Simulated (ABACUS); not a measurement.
# Al in ABACUS: the effect of dispersion

The system is Al.

```
CELL_PARAMETERS angstrom
-0.02086 2.00930 2.08392
2.04193 0.01016 2.05290
2.09968 2.03603 -0.04759
ATOMIC_POSITIONS crystal
Al 0.00000 0.00000 0.00000
```

The cell isn't the ideal one: volume scaled by 1.06.

Alike in all runs:

| Quantity | Value |
| --- | --- |
| Program | ABACUS 3.10.1 |
| Task | equation of state |
| Functional | PBEsol |
| Potentials or basis | PseudoDojo NC SR 0.4.1 PBE standard |
| Cutoff | 1361 eV |
| Density cutoff | 5442 eV |
| Basis | DZP LCAO (the cutoffs set its grid) |
| k mesh | 8 × 8 × 8 |
| Occupations | fermi-dirac, width 0.05 eV |
| Spin | no spin polarisation |

Task: One run gave: pressure -7.8 GPa. Which dispersion did it use?
A. D3(BJ)
B. D3
C. none

Result: A.

```tsv
dispersion	pressure (GPa)
none	-5.0
D3	-6.3
D3(BJ)	-7.8
```

Caveats: the atomic orbitals were generated for these runs and aren't a published set; the potentials were made for another functional, which shifts forces and pressure; the basis of atomic orbitals isn't converged, which shifts pressures, moduli and gaps; pairwise dispersion overbinds metals, which lowers pressure and volume (some runs).
